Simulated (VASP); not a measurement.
Al2O3, 10 atoms in the cell. Symmetry: Pnnm, No. 58, orthorhombic system. The conventional cell has a = 4.614 Å, b = 9.563 Å, c = 3.120 Å, α = 90.00°, β = 90.00°, γ = 90.00°. Al (site symmetry m) has 4 O at 1.68 to 1.82 Å as nearest neighbours. O (site symmetry 2/m) has 2 Al at 1.68 Å as nearest neighbours. O (site symmetry m) has 3 Al at 1.82 Å as nearest neighbours. Measurements of this composition are mostly on another form, of space group No. 167.

| Quantity | Value |
| --- | --- |
| Program | VASP 6.6.1 |
| Task | dielectric tensor |
| Functional | LDA |
| Potentials or basis | VASP PAW LDA potentials, release 64 (Al, O) |
| Cutoff | 520 eV |
| k mesh | 6 × 4 × 10 |
| Occupations | gaussian, width 0.02 eV |
| Spin | no spin polarisation |
| Ladder | free |
| Further INCAR settings | ALGO = Normal; EDIFF = 1e-08 |

Potentials or basis: VASP PAW LDA potentials, release 64 (Al, O).

The run is started by

```console
$ cat potpaw_LDA.64/Al/POTCAR potpaw_LDA.64/O/POTCAR > POTCAR
$ mpirun -np 4 vasp_std > vasp.out
```

Hardware: 4 MPI ranks on Intel(R) Xeon(R) 6975P-C (Granite Rapids) (shared host).

Q: Estimate the wall time of this run.

A: Wall time 3.7 min on 4 MPI ranks on Intel(R) Xeon(R) 6975P-C (Granite Rapids) (shared host), peak memory 0.79 GiB a rank. Counts: scf iterations 118, k points 72.
